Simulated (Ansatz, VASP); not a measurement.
# Cross-check of KI between VASP and Ansatz, part 2 of 2

One calculation is typed for both programs; each brings its own data sets and cutoff. How far apart do they land?

VASP 6.6.1 and Ansatz 0.2.0.

So far. Step 3 (Ansatz: single point, PBEsol): The run ends at a pressure of -0.21 GPa. Step 5 (Ansatz: single point, LDA, volume scaled by 1.015): The run ends at a pressure of -0.29 GPa.

**7. Comparison**

What differs besides the data sets and the points named for the pairs above, as far as they apply: the two LDA forms differ slightly; the cutoff is 420 eV in Ansatz and 500 eV in VASP; VASP's log shows a relativistic correction to its local exchange, Ansatz's none. Total energies have different zeros and are not compared.

The two programs side by side:

```csv
quantity,Ansatz,VASP,difference
pressure (GPa),-0.29,-0.24,-0.05
gap on the k mesh (eV),3.819,3.828,-0.009
```

A gap on the mesh is an upper bound, since the band edges may lie between its points. Ansatz's pressure holds a Pulay correction of 0.02 GPa; VASP's holds none.

**8. VASP: single point, LDA, volume scaled by 0.97**

With cell and atoms fixed, the geometry can't cause a difference; cores, projectors, grids and the points listed under the comparison can. The cell compared in this pair holds 77.18 Å³, against 80.76 Å³ for the pair before.

The input asks for a relaxation, which ended at its first step since no free force or stress exceeded the threshold; so it serves as a single point.

Contents of INCAR:

```
SYSTEM = KI
PREC = Accurate
ENCUT = 500
EDIFF = 1E-07
NELM = 100
ISMEAR = 0
SIGMA = 0.03
LREAL = .FALSE.
ALGO = Normal
GGA = CA
NBANDS = 14
LORBIT = 11
LWAVE = .FALSE.
LCHARG = .FALSE.
KPAR = 4
IBRION = 2
NSW = 50
ISIF = 4
EDIFFG = -0.002
```

Contents of POSCAR:

```
KI
1.0
    0.0000000000      3.3792189042      3.3792189042
    3.3792189042      0.0000000000      3.3792189042
    3.3792189042      3.3792189042      0.0000000000
I K
1 1
Direct
    0.5000000000      0.5000000000      0.5000000000
    0.0000000000      0.0000000000      0.0000000000
```

Contents of KPOINTS:

```
Automatic mesh
0
Gamma
6 6 6
0 0 0
```

The projector-augmented-wave data sets are I and K_sv (LDA family, release 64).

Launch:

```bash
mpirun -np 4 vasp_std
```

Numbers of over 12 decimals in the logs are rounded to 6 here.

What it wrote:

```text
[... set-up lines as in an earlier step ...]
 entering main loop
       N       E                     dE             d eps       ncg     rms          rms(c)
DAV:   1     0.927690093949E+02    0.92769E+02   -0.63621E+03   448   0.947E+02
DAV:   2    -0.660842033051E+00   -0.93430E+02   -0.85795E+02   574   0.240E+02
DAV:   3    -0.597402880419E+01   -0.53132E+01   -0.52891E+01   592   0.491E+01
DAV:   4    -0.624530069462E+01   -0.27127E+00   -0.27110E+00   758   0.101E+01
[...]
DAV:  12    -0.616220973512E+01   -0.71594E-07   -0.19416E-06   532   0.114E-02    0.445E-03
DAV:  13    -0.616220984997E+01   -0.11485E-06   -0.17649E-07   500   0.344E-03    0.583E-03
DAV:  14    -0.616220984788E+01    0.20862E-08   -0.86851E-08   314   0.174E-03
   1 F= -.61622098E+01 E0= -.61622098E+01  d E =-.616221E+01
[...]
reached required accuracy - stopping structural energy minimisation
```

From OUTCAR (step 8):

```text
  Total        0.2509034      0.2509034      0.2509034     -0.0000000      0.0000000     -0.0000000
  in kB        5.2088065      5.2088065      5.2088065     -0.0000000      0.0000000     -0.0000000
  external PRESSURE =       5.2088065 kB  Pullay stress =       0.0000000 kB

 POSITION                                       TOTAL-FORCE (eV/Angst)
 -----------------------------------------------------------------------------------
      3.37922      3.37922      3.37922         0.000000      0.000000      0.000000
      0.00000      0.00000      0.00000        -0.000000     -0.000000     -0.000000
 -----------------------------------------------------------------------------------
    total drift:                                0.000000      0.000000      0.000000

  FREE ENERGIE OF THE ION-ELECTRON SYSTEM (eV)
  ---------------------------------------------------
  free  energy   TOTEN  =        -6.1622098479 eV

  energy  without entropy=       -6.1622098479  energy(sigma->0) =       -6.16220985

[... 2 parts as in an earlier step ...]

[... 2 further parts left out ...]
[key lines of the parts left out:]
E-fermi :   0.3132
```

**9. Ansatz: single point, LDA, volume scaled by 0.97**

The same cell, functional (in two slightly different forms), mesh and smearing now go to Ansatz, which takes its cutoff from its data sets.

The cell is a member of a volume series, scaled by 0.97 from a relaxed one, so a pressure remains.

Contents of input.yaml:

```yaml
crystal:
  lattice:
    - [0.0, 3.3792189, 3.3792189]
    - [3.3792189, 0.0, 3.3792189]
    - [3.3792189, 3.3792189, 0.0]
  atoms:
    - { symbol: I, position: [0.5, 0.5, 0.5] }
    - { symbol: K, position: [0.0, 0.0, 0.0] }
hamiltonian:
  xc: lda
  pseudopotentials: { kind: paw }
kpoints:
  mp_grid: { grid: [6, 6, 6] }
scf:
  occupations: { method: gaussian, width: 0.03 }
  n_extra_bands: 4
output:
  forces: true
  stress: true
  eigenvalues: true
```

Launch:

```bash
ansatz run input.yaml --threads 2 --pin off --max-ram 4608MiB --backend cpu --events-out ev --progress --plain --runs-dir out
```

What it wrote:

```text
[...]
Crystal: 2 atoms, lattice volume = 77.175 Å³
Basis set: ecut = 420 eV, 1459 PW (Γ)
Bands: 17, of which v1, the nominal top of the filled ones, is band 13 counted from 1 (12 counted from 0)
Symmetry: 48 space group operations
[...]
k-points: 16 of 216
[...]
P = ⅓ Tr σ = 0.4460 GPa (4.460 kbar)
--- Band table (eV; the first three rows and the last of 16) ---
  k-point 0: bands = [... 9 lower, -7.7053, 3.1394, 3.1394, 3.1394, 7.0798, 9.3539, 9.3539, 9.3539]
  k-point 1: bands = [... 9 lower, -7.5374, 2.5757, 3.0052, 3.0052, 7.7948, 9.3176, 9.6874, 9.6874]
  k-point 2: bands = [... 9 lower, -7.2671, 1.7515, 2.7633, 2.7633, 8.3967, 10.2767, 10.5184, 10.5184]
  k-point 15: bands = [... 9 lower, -7.3809, 2.0355, 2.4123, 2.4190, 8.4710, 9.6454, 10.5393, 11.6869]
[key lines of the parts left out:]
SCF converged after 6 iterations
Free energy (F): -8855.094365 eV
Fermi energy:    5.109720 eV
```

The job ended after 1.4 s (2 threads of Arm Neoverse N1, shared host; peak memory 0.28 GiB; 2.5 s of CPU time).

The run ends at a pressure of 0.45 GPa.

**10. Side by side**

The two programs side by side:

```csv
quantity,Ansatz,VASP,difference
pressure (GPa),0.45,0.52,-0.07
gap on the k mesh (eV),3.940,3.950,-0.010
```

A gap on the mesh is an upper bound, since the band edges may lie between its points. Ansatz's pressure holds a Pulay correction of 0.02 GPa; VASP's holds none.

**11. Results**

```yaml
difference_in_gap_on_the_k_mesh_single_point_pbesol: 0.0055 eV
difference_in_gap_on_the_k_mesh_single_point_lda_volume_scaled_by_1p015: -0.0094 eV
difference_in_gap_on_the_k_mesh_single_point_lda_volume_scaled_by_0p97: -0.0099 eV
```

**Reading.** The difference in gap on the k mesh is -0.0099 eV (single point, LDA, volume scaled by 0.97), within the 0.08 eV picked in this series as the mark of a large difference. 2 further runs of this series are not shown here. How closely two codes agree says nothing of how well the functional describes the real material.

[Lines on the potential files, build, host, timing and source positions are cut from VASP's logs without a mark.]

[Logs are printed without paths, hosts, clocks, repeated set-up lines and the standing remarks that a program may print on its own settings, such as how far it seeks lower states.]

[Hosts, paths, dates, database ids (printed as entryN), source tags and the programs' standing remarks are cut or masked in the printed files.]
